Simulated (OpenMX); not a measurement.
PbO:

```
Pb O
1.0
     5.87600    0.00000    0.00000
     0.00000    5.47600    0.00000
     0.00000    0.00000    4.74300
Pb O
4 4
Direct
  0.76900 0.51400 0.25000
  0.23100 0.48600 0.75000
  0.76900 0.98600 0.75000
  0.23100 0.01400 0.25000
  0.13200 0.58200 0.25000
  0.86800 0.41800 0.75000
  0.13200 0.91800 0.75000
  0.86800 0.08200 0.25000
```

Program: OpenMX 3.8.5. Alike in all runs: no spin polarisation; cell as given; k mesh 5 × 5 × 7; smearing fermi-dirac 0.05 eV.

**Question.** Order these runs on this cell by their pressure, lowest first.
A. level PBE; potentials or basis OpenMX 2013 PBE set, Pb8.0-s3p2d2, O6.0-s2p2, grid cutoff 500 Ry
B. level PBE; potentials or basis OpenMX 2013 PBE set, Pb8.0-s3p2d2f1, O6.0-s2p2d1, grid cutoff 500 Ry
C. level LDA; potentials or basis OpenMX 2013 LDA set, Pb8.0-s3p2d2f1, O6.0-s2p2d1, grid cutoff 500 Ry

**Answer.** C (-3.1 GPa), B (3.7 GPa), A (7.2 GPa).

Caveats: the basis of atomic orbitals isn't converged, which shifts pressures, moduli and gaps.
